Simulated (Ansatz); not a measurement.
The cell is COD entry 9008523, as deposited and not checked against the literature; nothing was relaxed.

An input for Zr: DFT, PBE, all-electron LAPW, scalar-relativistic (Ansatz 0.2.0).

Command: `ansatz run input.yaml --threads 1 --pin off --max-ram 3072MiB --backend cpu --events-out ev --progress --plain --runs-dir out` The run took 21 s on 1 thread of Intel(R) Xeon(R) Platinum 8488C (Sapphire Rapids), on a shared host, peak memory 0.41 GiB.

```yaml
crystal:
  lattice:
    - [3.2319982225, 0.0, 0.0]
    - [-1.6159991112, 2.7989925656, 0.0]
    - [0.0, 0.0, 5.147]
  atoms:
    - { symbol: Zr, position: [0.3333333333, 0.6666666667, 0.25] }
    - { symbol: Zr, position: [0.6666666667, 0.3333333333, 0.75] }
kpoints:
  mp_grid: { grid: [13, 13, 7] }
  band_path:
    path:
      - [0.0, 0.0, 0.0]
      - [0.5, 0.0, 0.0]
      - [0.3333333333, 0.3333333333, 0.0]
      - [0.0, 0.0, 0.0]
      - [0.0, 0.0, 0.5]
      - [0.5, 0.0, 0.5]
      - [0.3333333333, 0.3333333333, 0.5]
      - [0.0, 0.0, 0.5]
      - [0.5, 0.0, 0.5]
    npoints: 14
scf:
  occupations: { method: fermi_dirac, width: 0.08 }
hamiltonian:
  xc: pbe
  pseudopotentials: { kind: all_electron, lapw: { basis_error: 0.001 } }
output:
  forces: true
  stress: true
  eigenvalues: true
  fatbands: true
  populations: true
  dos: { projected: true, de: 0.2, e_range: [-14, 8] }
```

Set-up and iterations as logged by Ansatz (the results part is left out, to be predicted):

```
Zr: projections on atomic orbitals take those of the free atom 1s2 2s2 2p6 3s2 3p6 3d10 4s2 4p6 4d2 5s2, of charge +0.00 (hamiltonian.pseudopotentials.projection_atoms)
LAPW: plane waves up to 6.756 Å⁻¹, error target 1.0e-3 eV per atom; small_component_spin mean_spin; Zr in spheres of 1.589 Å, 22 of its electrons in bands, Dirac shells []
Engine: ansatz 0.2.0
Pseudopotentials: kind: all_electron
Pseudopotential: Zr, LAPW, valence charge 22, Koelling and Harmon's equation, gaussian nucleus
Functional definition: PBE
  parameter kappa = 0.804
  parameter beta = 0.06672455060314922
  exchange = pbe_x(kappa = kappa, mu = beta*pi^2/3)
  correlation = pbe_c(beta = beta)
Crystal: 2 atoms, lattice volume = 46.562 Å³
Basis set: ecut = 173.88157689826045 eV, 251 PW (Γ), exchange–correlation at level 2
Bands: 27, of which v1, the nominal top of the filled ones, is band 22 counted from 1 (21 counted from 0)
Symmetry: 24 space group operations
Space group: P63/mmc (ITA 194), of the structure as read, at distance tolerance 3.6e-5 Å
k-points: 84 of 1183
Non-local potential: Zr, projectors of the file, none
Initial density: superposition of atomic densities (chi_scale 0.1, normalization cell)
Initial wavefunctions: plane waves of lowest kinetic energy (no species holds an atomic orbital)
Functional: x = pbe(κ = 0.804, μ = 0.2195149727645171), c = pbe(β = 0.06672455060314922)
iter 1 solved again at ethr=3.46e-4 eV; its pass at ethr=1.00e-1 eV (dr2=1.52e-1 eV) is discarded
SCF iter   1: F=—  HF=-195854.413664 eV  |F-HF|=—  |Δ(HF+E_count)|=         —  Δρ=1.88e-2  dr2=1.54e-1  ethr=3.46e-4  ⟨swp⟩=2.7  Hψ=15091  notcnv=0
SCF iter   2: F=—  HF=-195854.256378 eV  |F-HF|=—  |Δ(HF+E_count)|=   1.57e-1  Δρ=1.11e-2  dr2=6.12e-2  ethr=3.46e-4  ⟨swp⟩=2.0  Hψ=7266  notcnv=0
SCF iter   3: F=—  HF=-195854.245541 eV  |F-HF|=—  |Δ(HF+E_count)|=   1.08e-2  Δρ=5.96e-3  dr2=1.96e-2  ethr=1.39e-4  ⟨swp⟩=2.0  Hψ=7063  notcnv=0
iter 4 solved again at ethr=3.82e-6 eV; its pass at ethr=4.44e-5 eV (dr2=1.68e-3 eV) is discarded
SCF iter   4: F=—  HF=-195854.243984 eV  |F-HF|=—  |Δ(HF+E_count)|=         —  Δρ=1.64e-3  dr2=1.68e-3  ethr=3.82e-6  ⟨swp⟩=2.0  Hψ=11780  notcnv=0
the basis was enlarged: its passes take 322.1 KiB over the memory plan, 1 of 1 planned eigensolver slots
SCF iter   5: F=—  HF=-195854.243820 eV  |F-HF|=—  |Δ(HF+E_count)|=   1.64e-4  Δρ=4.27e-4  dr2=1.03e-4  ethr=3.82e-6  ⟨swp⟩=2.0  Hψ=7069  notcnv=0
SCF iter   6: F=—  HF=-195854.243825 eV  |F-HF|=—  |Δ(HF+E_count)|=   4.88e-6  Δρ=1.54e-4  dr2=1.41e-5  ethr=2.35e-7  ⟨swp⟩=2.0  Hψ=7069  notcnv=0
SCF iter   7: F=—  HF=-195854.243825 eV  |F-HF|=—  |Δ(HF+E_count)|=   3.55e-7  Δρ=2.20e-5  dr2=3.42e-7  ethr=3.20e-8  ⟨swp⟩=2.0  Hψ=7069  notcnv=0
SCF iter   8: F=-195854.243825 eV  HF=-195854.243825 eV  |F-HF|=6.72e-9  |Δ(HF+E_count)|=   2.25e-8  Δρ=8.35e-6  dr2=3.62e-8  ethr=7.78e-10  ⟨swp⟩=2.1  Hψ=7079  notcnv=0
```

Problem. What pressure will this run report?

Solution. 0.51 GPa (positive in compression).

Problem. Is there a band gap?

Solution. none: bands cross the Fermi level, a metal.
